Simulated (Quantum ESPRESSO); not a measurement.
# BN (F-43m) in Quantum ESPRESSO: further runs

Runs on BN. Level: OLYP. Tasks: band structure, single point, equation of state.

Everything below comes from runs of Quantum ESPRESSO 7.5. Logs are shortened: lines on timing, memory, paths and dates and some standing lists are left out, and cuts for length are marked.

**Measured values to compare with.**

From a printed reference work, monograph, for a bulk crystal of BN at 300 K: band gap 6.4 eV (indirect).

From “Effect of nanostructuration on compressibility of cubic BN”, 2012, arxiv:1208.3664, for a bulk crystal of BN at 300 K: bulk modulus 395 ± 2 GPa.

The runs below are set against these values where they give the same quantity.

## (1) The structure

It takes space group F-43m (No. 216, cubic). The conventional cell has a = 3.626 Å, b = 3.626 Å, c = 3.626 Å, α = 90.00°, β = 90.00°, γ = 90.00°. N (site symmetry -43m) is surrounded by 4 B at 1.57 Å. B (site symmetry -43m) is surrounded by 4 N at 1.57 Å.

The cell is a database's computed one.

## (2) Band structure, OLYP

Contents of pw.in:

```
&CONTROL
  calculation = 'scf'
  prefix = 'pwscf'
  outdir = './tmp'
  pseudo_dir = './pseudo'
  tprnfor = .true.
  tstress = .true.
  disk_io = 'low'
/
&SYSTEM
  ibrav = 0
  nat = 2
  ntyp = 2
  ecutwfc = 84
  nbnd = 9
  input_dft = 'XC-000I-000I-110L-131L-000I-000I'
  occupations = 'smearing'
  smearing = 'fd'
  degauss = 0.00367493
/
&ELECTRONS
  conv_thr = 4d-10
  electron_maxstep = 120
  mixing_beta = 0.5
/
ATOMIC_SPECIES
N     14.0070 N.upf
B     10.8100 B.upf
CELL_PARAMETERS bohr
   0.0000000000    3.4260753537    3.4260753537
   3.4260753537    0.0000000000    3.4260753537
   3.4260753537    3.4260753537    0.0000000000
ATOMIC_POSITIONS bohr
N      1.7130376768    1.7130376768    1.7130376768
B      0.0000000000    0.0000000000    0.0000000000
K_POINTS automatic
13 13 13 0 0 0
```

Contents of bands.in:

```
&CONTROL
  calculation = 'bands'
  prefix = 'pwscf'
  outdir = './tmp'
  pseudo_dir = './pseudo'
  disk_io = 'low'
  verbosity = 'high'
/
&SYSTEM
  ibrav = 0
  nat = 2
  ntyp = 2
  ecutwfc = 84
  nbnd = 9
  input_dft = 'XC-000I-000I-110L-131L-000I-000I'
  occupations = 'smearing'
  smearing = 'fd'
  degauss = 0.00367493
/
&ELECTRONS
  conv_thr = 1d-08
  electron_maxstep = 120
  mixing_beta = 0.5
  diago_full_acc = .true.
/
ATOMIC_SPECIES
N     14.0070 N.upf
B     10.8100 B.upf
CELL_PARAMETERS bohr
   0.0000000000    3.4260753537    3.4260753537
   3.4260753537    0.0000000000    3.4260753537
   3.4260753537    3.4260753537    0.0000000000
ATOMIC_POSITIONS bohr
N      1.7130376768    1.7130376768    1.7130376768
B      0.0000000000    0.0000000000    0.0000000000
K_POINTS crystal
60
 0.0000000000  0.0000000000  0.0000000000 1
 0.0625000000  0.0000000000  0.0625000000 1
 0.1250000000  0.0000000000  0.1250000000 1
 0.1875000000  0.0000000000  0.1875000000 1
 0.2500000000  0.0000000000  0.2500000000 1
 0.3125000000  0.0000000000  0.3125000000 1
 0.3750000000  0.0000000000  0.3750000000 1
 0.4375000000  0.0000000000  0.4375000000 1
 0.5000000000  0.0000000000  0.5000000000 1
 0.5000000000  0.0625000000  0.5625000000 1
 0.5000000000  0.1250000000  0.6250000000 1
 0.5000000000  0.1875000000  0.6875000000 1
 0.5000000000  0.2500000000  0.7500000000 1
 0.4375000000  0.3125000000  0.7500000000 1
 0.3750000000  0.3750000000  0.7500000000 1
 0.3375000000  0.3375000000  0.6750000000 1
 0.3000000000  0.3000000000  0.6000000000 1
 0.2625000000  0.2625000000  0.5250000000 1
 0.2250000000  0.2250000000  0.4500000000 1
 0.1875000000  0.1875000000  0.3750000000 1
 0.1500000000  0.1500000000  0.3000000000 1
 0.1125000000  0.1125000000  0.2250000000 1
 0.0750000000  0.0750000000  0.1500000000 1
 0.0375000000  0.0375000000  0.0750000000 1
 0.0000000000  0.0000000000  0.0000000000 1
 0.0625000000  0.0625000000  0.0625000000 1
 0.1250000000  0.1250000000  0.1250000000 1
 0.1875000000  0.1875000000  0.1875000000 1
 0.2500000000  0.2500000000  0.2500000000 1
 0.3125000000  0.3125000000  0.3125000000 1
 0.3750000000  0.3750000000  0.3750000000 1
 0.4375000000  0.4375000000  0.4375000000 1
 0.5000000000  0.5000000000  0.5000000000 1
 0.5250000000  0.4500000000  0.5250000000 1
 0.5500000000  0.4000000000  0.5500000000 1
 0.5750000000  0.3500000000  0.5750000000 1
 0.6000000000  0.3000000000  0.6000000000 1
 0.6250000000  0.2500000000  0.6250000000 1
 0.5833333333  0.2500000000  0.6666666667 1
 0.5416666667  0.2500000000  0.7083333333 1
 0.5000000000  0.2500000000  0.7500000000 1
 0.5000000000  0.2857142857  0.7142857143 1
 0.5000000000  0.3214285714  0.6785714286 1
 0.5000000000  0.3571428571  0.6428571429 1
 0.5000000000  0.3928571429  0.6071428571 1
 0.5000000000  0.4285714286  0.5714285714 1
 0.5000000000  0.4642857143  0.5357142857 1
 0.5000000000  0.5000000000  0.5000000000 1
 0.4821428571  0.4821428571  0.5357142857 1
 0.4642857143  0.4642857143  0.5714285714 1
 0.4464285714  0.4464285714  0.6071428571 1
 0.4285714286  0.4285714286  0.6428571429 1
 0.4107142857  0.4107142857  0.6785714286 1
 0.3928571429  0.3928571429  0.7142857143 1
 0.3750000000  0.3750000000  0.7500000000 1
 0.6250000000  0.2500000000  0.6250000000 1
 0.5937500000  0.1875000000  0.5937500000 1
 0.5625000000  0.1250000000  0.5625000000 1
 0.5312500000  0.0625000000  0.5312500000 1
 0.5000000000  0.0000000000  0.5000000000 1
```

Potentials or basis: PseudoDojo 0.4.1 SR PBE standard.

The run is started by

```bash
> OMP_NUM_THREADS=1 pw.x -in pw.in > pw.out
> OMP_NUM_THREADS=1 pw.x -in bands.in > bands.out
```

pw.out:

```text
This program is part of the open-source Quantum ESPRESSO suite
     for quantum simulation of materials; please cite
         "P. Giannozzi et al., J. Phys.:Condens. Matter 21 395502 (2009);
         "P. Giannozzi et al., J. Phys.:Condens. Matter 29 465901 (2017);
         "P. Giannozzi et al., J. Chem. Phys. 152 154105 (2020);
     in publications or presentations arising from this work. More details at

     IMPORTANT: XC functional enforced from input :
     Exchange-correlation= XC-000I-000I-110L-131L-000I-000I
                           (   0   0 110 131   0   0   0)
     Any further DFT definition will be discarded
     Please, verify this is what you really want

     Message from routine setup:
     using ibrav=0 with symmetry is DISCOURAGED, use correct ibrav instead

     G-vector sticks info
     --------------------
     sticks:   dense  smooth     PW     G-vecs:    dense   smooth      PW
     Sum         547     547    163                 8363     8363    1459

     Using Slab Decomposition

     bravais-lattice index     =            0
     lattice parameter (alat)  =       4.8452  a.u.
     unit-cell volume          =      80.4305 (a.u.)^3
     number of atoms/cell      =            2
     number of atomic types    =            2
     number of electrons       =         8.00
     number of Kohn-Sham states=            9
     kinetic-energy cutoff     =      84.0000  Ry
     charge density cutoff     =     336.0000  Ry
     scf convergence threshold =      4.0E-10
     mixing beta               =       0.5000
     number of iterations used =            8  plain     mixing
     Exchange-correlation= XC-000I-000I-110L-131L-000I-000I
                           (   0   0 110 131   0   0   0)

     celldm(1)=   4.845202  celldm(2)=   0.000000  celldm(3)=   0.000000
     celldm(4)=   0.000000  celldm(5)=   0.000000  celldm(6)=   0.000000

     crystal axes: (cart. coord. in units of alat)
               a(1) = (   0.000000   0.707107   0.707107 )
               a(2) = (   0.707107   0.000000   0.707107 )
               a(3) = (   0.707107   0.707107   0.000000 )

     reciprocal axes: (cart. coord. in units 2 pi/alat)
               b(1) = ( -0.707107  0.707107  0.707107 )
               b(2) = (  0.707107 -0.707107  0.707107 )
               b(3) = (  0.707107  0.707107 -0.707107 )

     PseudoPot. # 1 for N  read from file:
     N.upf
     Pseudo is Norm-conserving + core correction, Zval =  5.0
     Generated using ONCVPSP code by D. R. Hamann
     Using radial grid of 1058 points,  4 beta functions with:
                l(1) =   0
                l(2) =   0
                l(3) =   1
                l(4) =   1

     PseudoPot. # 2 for B  read from file:
     B.upf
     Pseudo is Norm-conserving + core correction, Zval =  3.0
     Generated using ONCVPSP code by D. R. Hamann
     Using radial grid of 1534 points,  4 beta functions with:
                l(1) =   0
                l(2) =   0
                l(3) =   1
                l(4) =   1

     atomic species   valence    mass     pseudopotential
     N                 5.00    14.00700     N ( 1.00)
     B                 3.00    10.81000     B ( 1.00)

     24 Sym. Ops. (no inversion) found

   Cartesian axes

     site n.     atom                  positions (alat units)
         1        N      tau(   1) = (   0.3535534   0.3535534   0.3535534  )
         2        B      tau(   2) = (   0.0000000   0.0000000   0.0000000  )

     number of k points=    84  Fermi-Dirac smearing, width (Ry)=  0.0037
                       cart. coord. in units 2pi/alat
        k(    1) = (   0.0000000   0.0000000   0.0000000), wk =   0.0009103
        k(    2) = (   0.0543928   0.0543928  -0.0543928), wk =   0.0072827
        k(    3) = (   0.1087857   0.1087857  -0.1087857), wk =   0.0072827
        k(    4) = (   0.1631785   0.1631785  -0.1631785), wk =   0.0072827
        k(    5) = (   0.2175713   0.2175713  -0.2175713), wk =   0.0072827
        k(    6) = (   0.2719641   0.2719641  -0.2719641), wk =   0.0072827
[... 76 lines left out ...]
        k(   83) = (   0.0000000  -0.4351426   0.6527140), wk =   0.0218480
        k(   84) = (  -0.0543928  -0.3807498   0.7071068), wk =   0.0218480

     Dense  grid:     8363 G-vectors     FFT dimensions: (  30,  30,  30)

     WARNING: libxc functional with ID  110 depends
      on external parameters: check the user_guide of
      QE if you need to modify them or to check their
      default values.

     WARNING: libxc functional with ID  131 depends
      on external parameters: check the user_guide of
      QE if you need to modify them or to check their
      default values.

     Initial potential from superposition of free atoms

     starting charge       7.9997, renormalised to       8.0000
     Starting wfcs are    8 randomized atomic wfcs +    1 random wfcs

     Self-consistent Calculation

     iteration #  1     ecut=    84.00 Ry     beta= 0.50
     Davidson diagonalization with overlap
     ethr =  1.00E-02,  avg # of iterations =  5.2

     total energy              =     -26.76434332 Ry
     estimated scf accuracy    <       0.22779781 Ry

     iteration #  2     ecut=    84.00 Ry     beta= 0.50
     Davidson diagonalization with overlap
     ethr =  2.85E-03,  avg # of iterations =  1.1

     total energy              =     -26.80528265 Ry
     estimated scf accuracy    <       0.02184697 Ry

     iteration #  3     ecut=    84.00 Ry     beta= 0.50
     Davidson diagonalization with overlap
     ethr =  2.73E-04,  avg # of iterations =  1.0

     total energy              =     -26.80767040 Ry
     estimated scf accuracy    <       0.00372698 Ry

     iteration #  4     ecut=    84.00 Ry     beta= 0.50
     Davidson diagonalization with overlap
     ethr =  4.66E-05,  avg # of iterations =  1.3

     total energy              =     -26.80785042 Ry
     estimated scf accuracy    <       0.00006250 Ry

     iteration #  5     ecut=    84.00 Ry     beta= 0.50
     Davidson diagonalization with overlap
     ethr =  7.81E-07,  avg # of iterations =  4.2

     total energy              =     -26.80786877 Ry
     estimated scf accuracy    <       0.00000930 Ry

     iteration #  6     ecut=    84.00 Ry     beta= 0.50
     Davidson diagonalization with overlap
     ethr =  1.16E-07,  avg # of iterations =  1.3

     total energy              =     -26.80787128 Ry
     estimated scf accuracy    <       0.00000010 Ry

     iteration #  7     ecut=    84.00 Ry     beta= 0.50
     Davidson diagonalization with overlap
     ethr =  1.20E-09,  avg # of iterations =  2.1

     total energy              =     -26.80787128 Ry
     estimated scf accuracy    <       0.00000008 Ry

     iteration #  8     ecut=    84.00 Ry     beta= 0.50
     Davidson diagonalization with overlap
     ethr =  9.60E-10,  avg # of iterations =  1.0

     total energy              =     -26.80787129 Ry
     estimated scf accuracy    <          1.4E-09 Ry

     iteration #  9     ecut=    84.00 Ry     beta= 0.50
     Davidson diagonalization with overlap
     ethr =  1.71E-11,  avg # of iterations =  2.2

     End of self-consistent calculation

          k = 0.0000 0.0000 0.0000 (  1037 PWs)   bands (ev):

    -9.1337  10.9019  10.9019  10.9019  19.7808  19.7808  19.7808  21.2802
    35.8699

          k = 0.0544 0.0544-0.0544 (  1028 PWs)   bands (ev):

    -8.9916  10.1316  10.7494  10.7494  19.9749  20.0117  20.0117  21.7403
    35.7400

          k = 0.1088 0.1088-0.1088 (  1025 PWs)   bands (ev):

    -8.5697   8.3019  10.3667  10.3667  20.2734  20.5716  20.5716  22.8993
    35.3280

          k = 0.1632 0.1632-0.1632 (  1041 PWs)   bands (ev):

    -7.8848   6.0834   9.9023   9.9023  20.5524  21.1652  21.1652  24.1708
    34.8068

          k = 0.2176 0.2176-0.2176 (  1056 PWs)   bands (ev):

    -6.9776   3.8612   9.4780   9.4780  20.8032  21.5475  21.5475  25.1934
    34.4800

          k = 0.2720 0.2720-0.2720 (  1038 PWs)   bands (ev):

    -5.9559   1.9021   9.1660   9.1660  20.9925  21.6843  21.6843  25.8685
    34.4555

          k = 0.3264 0.3264-0.3264 (  1044 PWs)   bands (ev):

    -5.1346   0.5964   9.0027   9.0027  21.0926  21.6988  21.6988  26.1986
    34.5956

          k = 0.1088-0.0000 0.0000 (  1014 PWs)   bands (ev):

    -8.9443  10.3989  10.4393  10.4393  19.5023  20.4013  20.4013  21.8016
    34.4518

          k = 0.1632 0.0544-0.0544 (  1033 PWs)   bands (ev):

    -8.6158   8.9171   9.9529  10.3444  19.5392  20.9148  21.0903  22.6205
    32.8595

          k = 0.2176 0.1088-0.1088 (  1037 PWs)   bands (ev):

    -8.0183   6.8444   9.4495   9.9902  19.9517  21.2917  21.7831  23.7359
    32.1187

          k = 0.2720 0.1632-0.1632 (  1042 PWs)   bands (ev):

    -7.1827   4.6431   9.0414   9.5144  20.4088  21.5944  22.2216  24.7103
    32.3224

          k = 0.3264 0.2176-0.2176 (  1047 PWs)   bands (ev):

    -6.1865   2.5997   8.7893   9.0488  20.7452  21.7505  22.3323  25.5462
    33.0622

          k = 0.3807 0.2720-0.2720 (  1044 PWs)   bands (ev):

    -5.2506   1.0371   8.6779   8.7183  20.9863  21.7783  22.2283  26.1680
    33.6839

          k =-0.2720-0.3807 0.3807 (  1050 PWs)   bands (ev):

    -4.9221   0.5492   8.4517   8.8299  21.2027  21.7433  22.0519  26.3744
    33.9717
[... 303 lines left out ...]
    -5.6750   4.0124   5.9791   7.9155  19.7356  22.9456  23.8322  25.7363
    30.8261

          k =-0.2176-0.4351 0.6527 (  1049 PWs)   bands (ev):

    -4.7865   2.8960   5.4210   7.3014  20.3111  22.6864  24.5842  26.5543
    30.6063

          k =-0.1632-0.3807 0.5983 (  1051 PWs)   bands (ev):

    -4.1200   2.0007   5.2939   6.8849  20.5594  22.5823  25.5501  26.9898
    29.7711

          k =-0.1632-0.4895 0.7071 (  1047 PWs)   bands (ev):

    -4.4796   3.2270   5.3039   6.3201  18.9782  22.9712  24.7130  27.5090
    30.5954

          k =-0.1088-0.4351 0.6527 (  1048 PWs)   bands (ev):

    -3.8311   2.7603   4.6390   5.8857  19.7378  23.7071  24.6939  27.6012
    29.9342

          k =-0.0544-0.3807 0.5983 (  1051 PWs)   bands (ev):

    -3.6488   2.6627   4.1611   6.0306  20.3177  23.5445  25.6375  26.9896
    29.4137

          k = 0.0000-0.3264 0.5439 (  1052 PWs)   bands (ev):

    -4.0556   2.8302   4.3526   6.5731  20.6575  22.8980  25.1406  27.4179
    29.5266

          k =-0.0544-0.4895 0.7071 (  1047 PWs)   bands (ev):

    -3.5968   2.7902   4.9705   5.1924  18.5365  22.7621  26.0169  27.9602
    30.5702

          k = 0.0000-0.4351 0.6527 (  1051 PWs)   bands (ev):

    -3.4342   3.0626   3.9410   5.3904  19.5331  23.9792  25.2767  27.1503
    30.1529

          k =-0.0544-0.3807 0.7071 (  1054 PWs)   bands (ev):

    -3.4492   3.1814   4.0933   4.9872  20.5450  23.9737  25.0509  26.5013
    30.0542

     the Fermi energy is    13.3681 ev

!    total energy              =     -26.80787130 Ry
     estimated scf accuracy    <          8.3E-11 Ry
     smearing contrib. (-TS)   =       0.00000000 Ry
     internal energy E=F+TS    =     -26.80787130 Ry

     The total energy is F=E-TS. E is the sum of the following terms:
     one-electron contribution =       4.55048521 Ry
     hartree contribution      =       3.65303785 Ry
     xc contribution           =      -8.75053156 Ry
     ewald contribution        =     -26.26086280 Ry

     convergence has been achieved in   9 iterations

     Forces acting on atoms (cartesian axes, Ry/au):

     atom    1 type  1   force =     0.00000000   -0.00000000    0.00000000
     atom    2 type  2   force =     0.00000000    0.00000000    0.00000000

     Total force =     0.000000     Total SCF correction =     0.000000

     Computing stress (Cartesian axis) and pressure

          total   stress  (Ry/bohr**3)                   (kbar)     P=     -103.06
  -0.00070058  -0.00000000   0.00000000         -103.06       -0.00        0.00
   0.00000000  -0.00070058   0.00000000            0.00     -103.06        0.00
   0.00000000   0.00000000  -0.00070058            0.00        0.00     -103.06

=------------------------------------------------------------------------------=
   JOB DONE.
=------------------------------------------------------------------------------=
```

Wall time 7.2 s (1 thread of Intel Xeon 6985P-C at 2.30GHz (Granite Rapids), shared host); peak memory 0.09 GiB.

Results:

| Property | Result |
| --- | --- |
| Free energy | -364.7397 eV |
| Pressure | -10.3 GPa |
| Band gap on the k mesh | 4.80 eV, indirect (least direct gap 8.88 eV) |
| Band gap along the path | 4.73 eV, indirect (least direct gap 8.88 eV) |

Levels at the corners of the path, in eV from the valence-band top:
| point | band 1 | band 2 | band 3 | band 4 | band 5 | band 6 | band 7 | band 8 | band 9 |
| --- | --- | --- | --- | --- | --- | --- | --- | --- | --- |
| Γ | -20.04 | 0.00 | 0.00 | 0.00 | 8.88 | 8.88 | 8.88 | 10.38 | 24.97 |
| X | -14.56 | -8.78 | -4.83 | -4.83 | 4.73 | 9.48 | 17.79 | 17.79 | 20.80 |
| W | -14.26 | -7.51 | -6.80 | -6.36 | 9.77 | 13.30 | 14.55 | 14.77 | 19.32 |
| K | -14.48 | -8.02 | -7.49 | -4.02 | 7.14 | 12.99 | 15.75 | 16.59 | 18.84 |
| Γ | -20.04 | 0.00 | 0.00 | 0.00 | 8.88 | 8.88 | 8.88 | 10.38 | 24.97 |
| L | -15.90 | -10.50 | -1.92 | -1.92 | 10.20 | 10.80 | 10.80 | 15.34 | 23.73 |
| U | -14.48 | -8.02 | -7.49 | -4.02 | 7.14 | 12.99 | 15.75 | 16.59 | 18.84 |
| W | -14.26 | -7.51 | -6.80 | -6.36 | 9.77 | 13.30 | 14.55 | 14.77 | 19.32 |
| L | -15.90 | -10.50 | -1.92 | -1.92 | 10.20 | 10.80 | 10.80 | 15.34 | 23.73 |
| K | -14.48 | -8.02 | -7.49 | -4.02 | 7.14 | 12.99 | 15.75 | 16.59 | 18.84 |
| U | -14.48 | -8.02 | -7.49 | -4.02 | 7.14 | 12.99 | 15.75 | 16.59 | 18.84 |
| X | -14.56 | -8.78 | -4.83 | -4.83 | 4.73 | 9.48 | 17.79 | 17.79 | 20.80 |

Caveat: the potentials were made for another functional, which shifts forces and pressure.

[end of part 1 of 2]
